Keep an element in a fixed fcc cell and replace the density functional LDA by r2SCAN. How far does the computed pressure move, and can carbon, aluminium, nickel and copper tell us what to expect for rhodium and tantalum? A negative pressure means that the cell would shrink if it were released, a positive one that it would expand. The pressure change is always r2SCAN less LDA.

Scalar-relativistic DFT in Ansatz 0.2.0 with default frozen-core PAW datasets for fcc elements in fixed one-atom cells: (1) LDA, cutoff 420 eV; (2) r2SCAN, 500 eV. Each element keeps its k mesh (14×14×14 to 19×19×19) and Fermi-Dirac smearing (0.03 to 0.08 eV). Only Ni is spin-polarised, from a ferromagnetic start; pressure is positive in compression.

```tsv
crystal	space group	largest Z	volume (Å³/atom)	pressure, LDA (1) (GPa)	pressure, r2SCAN (2) (GPa)	pressure, (2) less (1) (GPa)	cell moment, LDA (1) (muB)	cell moment, r2SCAN (2) (muB)
C	225	6	7.347	-10.10	1.95	12.04	0.00	0.00
Al	225	13	16.58	-3.79	-3.71	0.09	0.00	0.00
Ni	225	28	10.90	-17.07	-6.86	10.21	0.61	0.76
Cu	225	29	11.81	-12.59	-4.86	7.73	0.00	0.00
Rh	225	45	13.78	?	?	?	?	?
Ta	225	73	18.79	?	?	?	?	?
```

**Carbon.** This row is a metallic fcc crystal with one atom per cell, not diamond or graphite, so it can't be checked against ordinary carbon. LDA would shrink the cell and r2SCAN would slightly expand it, a change of 12 GPa. Theory offers a reason for the direction. LDA treats each point as a piece of uniform electron gas, while r2SCAN also senses how unevenly the electrons are spread and favours uneven density. Squeezing a crystal fills the space between the atoms and evens out the density there, so r2SCAN rewards squeezing less than LDA does.

**Aluminium.** Here the change is 0.09 GPa, hardly more than the difference between the basis-set corrections of the two runs, so no shift is resolved. This partly suits the same argument, because the outer electrons of aluminium come close to a uniform gas, for which both functionals give nearly the same energy. It can't be the whole reason, since PBE, a third functional with the same limit, is known to give aluminium a larger cell than LDA does. Unlike PBE, r2SCAN also uses the kinetic energy density of the electrons, which may cancel much of the outward push here. The same ingredient is a likely cause of the wider occupied band, which grows by about 0.7 eV with r2SCAN. The plane-wave cutoff also changes between the runs, and the atomic datasets were made for PBE. A change this small therefore can't be credited to the functional alone.

**Nickel and copper.** With a d shell the shift is large again, 10.2 GPa in nickel and 7.7 GPa in copper. Nickel is ferromagnetic in both runs, and its moment grows with r2SCAN, which may contribute to its shift. r2SCAN and its parent SCAN are known to make the moments of such metals too large, and the stability of the r2SCAN solution was not checked. Copper, a nonmagnetic metal, was computed without spin and still moves strongly, so a large shift does not require magnetism.

To see what such a pressure means for the size of a cell, divide it by the bulk modulus, the resistance to compression. For copper this is roughly 140 GPa, and 7.7 GPa then corresponds to about 5.5 percent in volume, or a little under 2 percent in the cell edge.

**From two metals to the next two.** Pressure is minus the slope of energy against volume. If $\Delta E$ is the r2SCAN energy less the LDA energy per atom, $V$ the volume per atom and $\Delta P$ the pressure change, then

$$V\,\Delta P=-\frac{d\,\Delta E}{d\ln V}=W .$$

The energy $W$ tells how fast r2SCAN loses ground to LDA as the crystal is compressed. The simple model assumes that $W$ is the same for all metals with d shells, so that the shift falls as $1/V$. A least-squares fit of this one constant to nickel and copper gives 0.637 eV per atom. Carbon and aluminium were left out because they have no d electrons in their bonds. The model comes fairly close for carbon but gives about 6 GPa for aluminium, where the calculation finds almost none.

Rhodium, which was not part of the fit, shows the steps. One eV per cubic angstrom is 160.2 GPa, and the volume is 13.78 cubic angstrom per atom, so

$$\Delta P=\frac{0.637\times160.2}{13.78}\approx7.4\ \text{GPa}.$$

Another rule is possible: the shift could be a fixed fraction of the bulk modulus. Nickel and copper obey it even better, at 5.4 and 5.5 percent with rough textbook moduli. It would give about 15 GPa for rhodium and 10 GPa for tantalum. For aluminium it fails too, with about 4 GPa where almost nothing is found. I prefer constant $W$ because both runs use the same cell, and stiffness enters only when a pressure is turned into a change of volume. The known rows can't settle the choice.

The forecasts are:

- Rhodium: +7.4 GPa, range 3.4 to 11.4.
- Tantalum: +5.4 GPa, range 1.4 to 9.4.

The margin of 4 GPa is a judgement, about half of a typical shift in the two fitted metals. I also expect the larger shift in rhodium and a negative LDA pressure in both. The sign of the r2SCAN pressure is left open.

The withheld rows as computed:

```tsv
crystal	space group	largest Z	volume (Å³/atom)	pressure, LDA (1) (GPa)	pressure, r2SCAN (2) (GPa)	pressure, (2) less (1) (GPa)	cell moment, LDA (1) (muB)	cell moment, r2SCAN (2) (muB)
Rh	225	45	13.78	-11.82	-1.30	10.53	0.00	0.00
Ta	225	73	18.79	-10.66	-1.52	9.14	0.00	0.00
```

**Rhodium and tantalum.** The shifts are 10.5 and 9.1 GPa. Both lie inside their ranges, but near the upper ends, and the model is too low by 3.1 and 3.7 GPa. The signs and the order of the two metals are as forecast, and LDA would indeed shrink both cells. With r2SCAN they would still shrink, though much less. The zero moments in the table are not a finding, because both metals were computed without spin.

The misses point the same way, and they count against the model. If $W$ were constant, rhodium would have to shift less than nickel and copper, because its atoms take up more room. Instead it shifts the most of the four metals with d shells. The computed $W$ is 1.4 times the fitted value in rhodium and 1.7 times in tantalum.

The stiffness rule does not win either. It is too high by about 4 GPa for rhodium, a worse miss than that of constant $W$, and by about 1 GPa for tantalum, a better one. That stiffness has no direct part in a comparison at fixed volume remains true, but it did not make $W$ constant.

What the four metals do share, seen only after the reveal, is the pressure change itself, which stays between 7.7 and 10.5 GPa. The larger volume per atom does not dilute it. A possible reason is that the wider d orbitals of the heavier metals reach further into the space between the atoms, so that squeezing changes the density there more strongly. Another candidate lies closer to the nuclei, where the valence shell meets the filled shells below it. That zone is known to matter for the cell sizes that gradient functionals give. No density was compared here, so the choice stays open.

Tantalum calls for a caution of its own. Its stable structure is bcc, so the textbook bulk modulus in the stiffness rule belongs to another crystal. Spin-orbit coupling is missing for both metals, but its effect should largely cancel between two functionals in the same cell.

A neighbouring series with PBE in place of r2SCAN would also push these cells outward from LDA, since its gradient terms too favour uneven density. In heavy d metals it is known to go too far and to give cells that are somewhat too large.

In these four metals with d shells, a fixed cell has about 8 to 11 GPa more pressure with r2SCAN than with LDA, and dividing by the bulk modulus shows roughly how much the volume will respond. Four metals are too few to make this a rule for every d metal, and the figures include any effect of the changed cutoff and of datasets made for PBE. Nor does this range carry over to aluminium, where the same exchange of functionals left the pressure almost unchanged.
